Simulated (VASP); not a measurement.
Set up this calculation in VASP 6.6.1, as the native input.

- Task: single point
- Functional: PBEsol
- Potentials or basis: VASP PAW PBE potentials, release 64 (Ta_pv, As)
- Cutoff: 520 eV
- k mesh: 9 × 9 × 10
- Occupations: gaussian, width 0.1 eV
- Spin: no spin polarisation
- Dipole correction: no
- Further INCAR settings: ALGO = Fast; EDIFF = 1e-06; NBANDS = 33

The structure of TaAs lies in POSCAR:

```
TaAs
1.0
    5.7392574319      0.0000000000      0.0000000000
   -2.8696287160      4.9703427349      0.0000000000
    0.0000000000      0.0000000000      3.5118510507
Ta As
3 3
Direct
    0.0000000000      0.0000000000      0.0000000000
    0.3333333333      0.6666666667      0.5000000000
    0.6666666667      0.3333333333      0.5000000000
    0.5000000000      0.0000000000      0.0000000000
    0.5000000000      0.5000000000      0.0000000000
    0.0000000000      0.5000000000      0.0000000000
```

Measurements of this composition are mostly on another form, of space group No. 109.

The cell isn't the ideal one: N replaced by As, lengths x 1.120, strained and moved within the space group.

The input as run:

INCAR

```
PREC = Accurate
ENCUT = 520
EDIFF = 1E-6
ISMEAR = 0
SIGMA = 0.1
LREAL = False
LASPH = True
NELM = 100
ALGO = Fast
ISIF = 2
LWAVE = False
LCHARG = False
GGA = PS
NBANDS = 33
```

KPOINTS

```
regular mesh
0
Gamma
  9 9 10
```

Potentials or basis: VASP PAW PBE potentials, release 64 (Ta_pv, As).

Run with:

```sh
$ cat potpaw_PBE.64/Ta_pv/POTCAR potpaw_PBE.64/As/POTCAR > POTCAR
$ mpirun -np 1 vasp_std > vasp.out
```

It gave:

```json
{
  "Pressure": "27.8 GPa",
  "Band gap on the k mesh": "none (metal or under the smearing width)"
}
```

Caveat: so large a pressure means that the cell lies far from this level's equilibrium, or that cutoff or potentials fall short; the potentials were made for another functional, which shifts forces and pressure.

Wall time 4.6 min on 1 thread of Intel(R) Xeon(R) Platinum 8488C (Sapphire Rapids) (shared host), peak memory 0.37 GiB.
